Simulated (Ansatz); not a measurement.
A run of Ansatz 0.2.0:

Contents of input.yaml:

```yaml
crystal:
  lattice:
    - [1.5188209023, 0.8768916568, 2.5195772846]
    - [-1.5188209023, 0.8768916568, 2.5195772846]
    - [0.0, -1.7537833136, 2.5195772846]
  atoms:
    - { symbol: Fe, position: [0.0, 0.0, 0.0], spin: 3.0 }
    - { symbol: O, position: [0.5, 0.5, 0.5] }
hamiltonian:
  xc: pbesol
  pseudopotentials: { kind: paw }
magnetization:
  spin_polarized: true
kpoints:
  mp_grid: { grid: [10, 10, 10] }
scf:
  occupations: { method: fermi_dirac, width: 0.05 }
phonons:
  method: dfpt
  qmesh: [2, 2, 2]
  temperatures: { t_max: 1000, t_step: 100 }
  qpath:
    path:
      - [[0.0, 0.0, 0.0], [0.5, 0.0, 0.0], [0.5, 0.2474171719, -0.2474171719]]
      - [[0.7525828281, 0.5, 0.2474171719], [0.5, 0.5, 0.5], [0.0, 0.0, 0.0], [0.373708586, 0.0, -0.373708586]]
      - [[0.626291414, 0.373708586, 0.0], [0.5, 0.5, 0.0], [0.626291414, 0.626291414, 0.2474171719], [0.5, 0.5, 0.5]]
      - [[0.5, 0.0, 0.0], [0.7525828281, 0.373708586, 0.373708586]]
    npoints: 8
```

Potentials or basis: Ansatz PAW.

Launch:

```sh
$ ansatz run input.yaml --threads 2 --pin off --max-ram 5632MiB --backend cpu --events-out ev --progress --plain --runs-dir out
```

Hardware: 2 threads of AMD EPYC 7R43 64-Core Processor (Zen 3), with other jobs on the host.

Question: Estimate the wall time of this run.

Answer: Wall time 2.6 min on 2 threads of AMD EPYC 7R43 64-Core Processor (Zen 3), on a shared host, peak memory 1.1 GiB. Counts: scf iterations 6, plane waves 399, k points 116, bands 17.
